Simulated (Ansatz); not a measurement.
PtS2:

```xyz
3
Lattice="3.5432 0.0000 0.0000 -1.7716 3.0685 0.0000 0.0000 0.0000 5.0388" Properties=species:S:1:pos:R:3 pbc="T T T"
Pt    0.0000    0.0000    0.0000
S     1.7716    1.0228    3.8950
S     0.0000    2.0457    1.1438
```

Program: Ansatz 0.2.0. Alike in all runs: task band structure; potentials or basis Ansatz PAW; no spin polarisation; cell as given; k mesh 9 × 9 × 5; cutoff (eV) 420; smearing fermi-dirac 0.05 eV.

**Question.** Order these runs on this cell by their pressure, lowest first.
A. level LDA
B. level PBEsol
C. level PBE

**Answer.** A (3.6 GPa), B (6.4 GPa), C (11.6 GPa).

Caveats: the PAW data sets come from PBE, with cores solved anew for the run's functional, which leaves a small shift of forces and pressure (some runs).
